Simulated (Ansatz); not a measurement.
Crystal: Sc.

```
CELL_PARAMETERS angstrom
3.30900 0.00000 0.00000
-1.65450 2.86568 0.00000
0.00000 0.00000 5.27330
ATOMIC_POSITIONS crystal
Sc 0.66667 0.33333 0.75000
Sc 0.33333 0.66667 0.25000
```

```yaml
Program: Ansatz 0.2.0
Task: relaxation of cell and atoms
Functional: PBE
Dispersion: D3(BJ)
Potentials_or_basis: Ansatz PAW
Cutoff: "420 eV (not typed: the program's choice for these potentials)"
k_mesh: 9 × 9 × 5
Occupations: fermi-dirac, width 0.05 eV
Spin: no spin polarisation
```

At the start: volume 25.00 Å³/atom.

How do energy, volume and symmetry change on relaxing?

It ends after 5 steps and the volume is 23.50 Å³/atom (-6.0 %); space group P6_3/mmc (No. 194, to 0.05 Å).

Step by step:
```
step  energy change (eV)  largest force (eV/Å)  volume (Å³)
   1              0.0000                0.0000        50.00
   2             -0.0339                0.0000        46.40
   3             -0.0356                0.0000        47.01
   4             -0.0356                0.0000        46.99
   5             -0.0352                0.0000        46.99
```

Final structure:
```cif
data_structure
_symmetry_space_group_name_H-M 'P 1'
_symmetry_Int_Tables_number 1
_cell_length_a 3.2671
_cell_length_b 3.2671
_cell_length_c 5.0836
_cell_angle_alpha 90.000
_cell_angle_beta 90.000
_cell_angle_gamma 120.000
_cell_volume 46.99
loop_
_atom_site_label
_atom_site_type_symbol
_atom_site_fract_x
_atom_site_fract_y
_atom_site_fract_z
_atom_site_occupancy
Sc1 Sc 0.66667 0.33333 0.75000 1
Sc2 Sc 0.33333 0.66667 0.25000 1
```

Caveat: the plane-wave basis is chosen anew once the cell has moved, so the energies of steps on either side of that aren't comparable; pairwise dispersion overbinds metals, which lowers pressure and volume.
